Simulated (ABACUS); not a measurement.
Runs of ABACUS 3.10.1 on AgBr. It takes space group Fm-3m (No. 225, cubic). The conventional cell has a = 5.740 Å, b = 5.740 Å, c = 5.740 Å, α = 90.00°, β = 90.00°, γ = 90.00°. Ag (site symmetry m-3m) is surrounded by 6 Br at 2.87 Å. Around Br (site symmetry m-3m) lie 6 Ag at 2.87 Å. 

| task | level | potentials or basis | U | k mesh | cutoff (eV) | radial cutoff of the potentials (pseudo_rcut) | SCF threshold on the density | max SCF steps | eigensolver | mixing share | mesh quality | gap on the mesh (eV) | pressure (GPa) |
| --- | --- | --- | --- | --- | --- | --- | --- | --- | --- | --- | --- | --- | --- |
| single point | PBE | PseudoDojo NC SR 0.4.1 PBE standard, DZP LCAO (the cutoffs set its grid) | - | 4 × 4 × 4 | 1361 | 7 bohr | 1e-07 | 100 | genelpa | 0.7 | coarse | (c) | 3.2 |
| single point | PBE+U | PseudoDojo NC SR 0.4.1 PBE standard, DZP LCAO (the cutoffs set its grid) | Ag d U = 2 eV | 4 × 4 × 4 | 1361 | 7 bohr | 1e-06 | 120 | genelpa | 0.2 | coarse | 1.04 | 3.5 |
| single point | PBE+U | PseudoDojo NC SR 0.4.1 PBE standard, DZP LCAO (the cutoffs set its grid) | Ag d U = 4 eV | 4 × 4 × 4 | 1361 | 7 bohr | 1e-06 | 120 | genelpa | 0.2 | coarse | (b) | 3.7 |
| single point | PBE+U | PseudoDojo NC SR 0.4.1 PBE standard, DZP LCAO (the cutoffs set its grid) | Ag d U = 6 eV | 4 × 4 × 4 | 1361 | 7 bohr | 1e-06 | 120 | genelpa | 0.2 | coarse | 1.54 | 3.9 |
| single point | LDA | GBRV ultrasoft 1.5 LDA, plane waves | - | 6 × 6 × 6 | 544 | 10 bohr | 1e-08 | 100 | dav | 0.7 | not flagged | 0.37 | (a) |
| single point | PBE+U | PseudoDojo NC SR 0.4.1 PBE standard, DZP LCAO (the cutoffs set its grid) | Ag d U = 8 eV | 4 × 4 × 4 | 1361 | 7 bohr | 1e-06 | 120 | genelpa | 0.2 | coarse | 1.74 | 4.1 |

Alike in all rows: no spin polarisation; cell as given; smearing fermi-dirac 0.05 eV.

Question: Estimate the missing entries.

Answer: (a) -4.8; (b) 1.30; (c) 0.74.

Caveats: some runs use coarse meshes; the atomic orbitals were generated for these runs and aren't a published set (some runs); the basis of atomic orbitals isn't converged, which shifts pressures, moduli and gaps (some runs).

A k mesh can miss the band edges, and the runs leave out spin-orbit coupling on Ag, Br.
